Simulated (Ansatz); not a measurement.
Ge:

```xyz
2
Lattice="-2.5745 2.5745 1.3974 2.5745 -2.5745 1.3974 2.5745 2.5745 -1.3974" Properties=species:S:1:pos:R:3 pbc="T T T"
Ge    0.0000    0.0000    1.3974
Ge    2.5745    0.0000    0.6987
```

This isn't the form of Ge at room conditions, which is diamond.

* Program: Ansatz 0.2.0
* Task: relaxation of cell and atoms
* Functional: PBEsol
* Dispersion: D3(BJ)
* Potentials or basis: Ansatz PAW
* Cutoff: 420 eV (not typed: the program's choice for these potentials)
* k mesh: 11 × 11 × 11
* Occupations: fermi-dirac, width 0.05 eV
* Spin: no spin polarisation

At the start: volume 18.52 Å³/atom.

Problem. Where does the relaxation end?

Solution. It ends after 6 steps and the volume is 17.68 Å³/atom (-4.5 %); space group I4_1/amd (No. 141, to 0.05 Å).

The path:
```csv
step,energy change (eV),largest force (eV/Å),volume (Å³)
1,0.0000,0.0000,37.05
2,-0.0181,0.0000,34.90
3,-0.0199,0.0000,35.42
4,-0.0200,0.0000,35.38
5,-0.0200,0.0000,35.37
6,-0.0196,0.0000,35.37
```

Final structure:
```
Ge
1.0
    -2.53638    2.53638    1.37435
     2.53638   -2.53638    1.37435
     2.53638    2.53638   -1.37435
Ge
2
Direct
  0.50000 0.50000 0.00000
  0.25000 0.75000 0.50000
```

Caveat: the plane-wave basis is chosen anew once the cell has moved, so the energies of steps on either side of that aren't comparable; the PAW data sets come from PBE, with cores solved anew for the run's functional, which leaves a small shift of forces and pressure.
